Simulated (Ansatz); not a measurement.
Slab: PbSe, a slab with vacuum.

```
CELL_PARAMETERS angstrom
4.41489 0.00000 0.00000
-0.01031 4.41488 0.00000
-2.20229 -2.20744 12.00080
ATOMIC_POSITIONS crystal
Pb 0.80684 0.80730 0.61844
Pb 0.18545 0.19981 0.38238
Se 0.28733 0.32315 0.62319
Se 0.68427 0.69990 0.37796
```

Base run:

| Item | Value |
| --- | --- |
| Program | Ansatz 0.2.0 |
| Functional | r2SCAN |
| Potentials or basis | Ansatz PAW |
| Cutoff | 500 eV (not typed: the program's choice for these potentials) |
| k mesh | 6 × 6 × 3 |
| Occupations | fermi-dirac, width 0.05 eV |
| Spin | no spin polarisation |

Its results: band gap on the k mesh 1.87 eV, direct; largest force 0.394 eV/Å.

Problem. The run is repeated on the same cell with these changes: functional from r2SCAN to PBEsol; cutoff from 500 eV (not typed: the program's choice for these potentials) to 420 eV (not typed: the program's choice for these potentials). What comes out?

Solution. Band gap on the k mesh 1.51 eV, direct; largest force 0.461 eV/Å.

r2SCAN gives the wider gap, since meta-GGAs in the generalised Kohn-Sham scheme recover part of the derivative discontinuity.

Caveats: the k mesh misses the band edges, so the gap on the mesh is wider than the one along the path; spin-orbit coupling is left out, which as a rule narrows the gap of such compounds by several tenths of an eV; the PAW data sets come from PBE, with cores solved anew for the run's functional, which leaves a small shift of forces and pressure.
